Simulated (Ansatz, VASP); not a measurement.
**MgO in VASP and in Ansatz**

```
Mg O
1.0
     0.00000    2.08584    2.08584
     2.08584    0.00000    2.08584
     2.08584    2.08584    0.00000
Mg O
1 1
Direct
  0.00000 0.00000 0.00000
  0.50000 0.50000 0.50000
```

Alike in both runs: task single point; functional PBEsol; k mesh 10 × 10 × 10; occupations gaussian, width 0.02 eV; no spin polarisation.

|  | VASP | Ansatz |
| --- | --- | --- |
| version | VASP 6.6.1 | Ansatz 0.2.0 |
| potentials or method | VASP PAW PBE potentials, release 64 (Mg, O) | scalar-relativistic, plane waves, PAW |
| plane-wave cutoff (eV) | 520 | 420 |
| valence electrons in the cell | 8 | 16 |

```tsv
	VASP	Ansatz	Ansatz less VASP
gap on the k mesh at the Fermi level (eV)	4.92	4.92	-0.002
least direct gap on the mesh (eV)	4.92	4.92	-0.002
pressure (GPa)	4.6	5.1	+0.45
```

The two sets of potentials don't hold the same shells in valence.

Caveats: the PAW data sets were made with another functional, which shifts forces and pressure a little (VASP).
